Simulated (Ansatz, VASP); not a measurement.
This is a calculation of Mg3Sb2 for Ansatz 0.2.0.

The input input.yaml:

```yaml
crystal:
  lattice:
    - [4.582, 0.0, 0.0]
    - [-2.291, 3.9681284001, 0.0]
    - [0.0, 0.0, 7.244]
  atoms:
    - { symbol: Sb, position: [0.6666666667, 0.3333333333, 0.765] }
    - { symbol: Sb, position: [0.3333333333, 0.6666666667, 0.235] }
    - { symbol: Mg, position: [0.0, 0.0, 0.0] }
    - { symbol: Mg, position: [0.6666666667, 0.3333333333, 0.37] }
    - { symbol: Mg, position: [0.3333333333, 0.6666666667, 0.63] }
hamiltonian:
  xc: pbe
  pseudopotentials: { kind: paw }
kpoints:
  mp_grid: { grid: [7, 7, 4] }
  band_path:
    path:
      - [[0.0, 0.0, 0.0], [0.5, 0.0, 0.0], [0.3333333333, 0.3333333333, 0.0], [0.0, 0.0, 0.0], [0.0, 0.0, 0.5], [0.5, 0.0, 0.5], [0.3333333333, 0.3333333333, 0.5], [0.0, 0.0, 0.5]]
      - [[0.5, 0.0, 0.5], [0.5, 0.0, 0.0]]
      - [[0.3333333333, 0.3333333333, 0.0], [0.3333333333, 0.3333333333, 0.5]]
    npoints: 14
scf:
  occupations: { method: fermi_dirac, width: 0.05 }
  n_extra_bands: 12
output:
  forces: true
  stress: true
  eigenvalues: true
  fatbands: false
```

Potentials or basis: Ansatz PAW.

Launch:

```bash
$ ansatz run input.yaml --threads 2 --pin off --max-ram 5632MiB --backend cpu --events-out ev --progress --plain --runs-dir out
```

Task: Set up the same calculation for VASP 6.6.1. Potentials there: VASP PAW PBE potentials, release 64 (Sb, Mg).

Result: As run (the cutoff follows the program's own potentials):

INCAR

```
SYSTEM = Mg3Sb2
PREC = Accurate
ENCUT = 520
EDIFF = 1E-7
ISMEAR = -1
SIGMA = 0.05
LREAL = .False.
LASPH = .True.
NELM = 60
ALGO = Normal
ISIF = 2
LWAVE = .False.
LCHARG = .False.
GGA = PE
NBANDS = 16
```

File KPOINTS:

```
regular mesh
0
Gamma
  7 7 4
  0 0 0
```

Contents of POSCAR:

```
Mg3Sb2
1.0
    4.5820000000      0.0000000000      0.0000000000
   -2.2910000000      3.9681284001      0.0000000000
    0.0000000000      0.0000000000      7.2440000000
Sb Mg
2 3
Direct
    0.6666666667      0.3333333333      0.7650000000
    0.3333333333      0.6666666667      0.2350000000
    0.0000000000      0.0000000000      0.0000000000
    0.6666666667      0.3333333333      0.3700000000
    0.3333333333      0.6666666667      0.6300000000
```

Contents of KPOINTS_OPT:

```
path GMKGALHA,LM,KH
10
line-mode
reciprocal
 0.0000000000  0.0000000000  0.0000000000  G
 0.5000000000  0.0000000000  0.0000000000  M

 0.5000000000  0.0000000000  0.0000000000  M
 0.3333333333  0.3333333333  0.0000000000  K

 0.3333333333  0.3333333333  0.0000000000  K
 0.0000000000  0.0000000000  0.0000000000  G

 0.0000000000  0.0000000000  0.0000000000  G
 0.0000000000  0.0000000000  0.5000000000  A

 0.0000000000  0.0000000000  0.5000000000  A
 0.5000000000  0.0000000000  0.5000000000  L

 0.5000000000  0.0000000000  0.5000000000  L
 0.3333333333  0.3333333333  0.5000000000  H

 0.3333333333  0.3333333333  0.5000000000  H
 0.0000000000  0.0000000000  0.5000000000  A

 0.5000000000  0.0000000000  0.5000000000  L
 0.5000000000  0.0000000000  0.0000000000  M

 0.3333333333  0.3333333333  0.0000000000  K
 0.3333333333  0.3333333333  0.5000000000  H
```

Potentials or basis: VASP PAW PBE potentials, release 64 (Sb, Mg).

The run is started by

```sh
$ cat potpaw_PBE.64/Sb/POTCAR potpaw_PBE.64/Mg/POTCAR > POTCAR
$ mpirun -np 1 vasp_std > vasp.out
```

Both were run:

|  | VASP | Ansatz | Ansatz less VASP |
| --- | --- | --- | --- |
| gap on the k mesh at the Fermi level (eV) | 0.34 | 0.36 | +0.018 |
| least direct gap on the mesh (eV) | 1.17 | 1.17 | +0.002 |
| gap along the band path (eV) | 0.27 | 0.29 | +0.025 |
| pressure (GPa) | 1.0 | 0.9 | -0.06 |
| largest component of the traceless stress (GPa) | 0.47 | 0.46 | -0.010 |
| rms of the force components (eV/Å) | 0.190 | 0.183 | -0.0067 |

Atom by atom the forces differ by 0.007 eV/Å (rms over components). The two sets of potentials don't hold the same shells in valence.

Caveats: spin-orbit coupling is left out, which moves the levels of the heavy elements; the k mesh misses the band edges, so the gap on the mesh is wider than the one along the path (Ansatz).
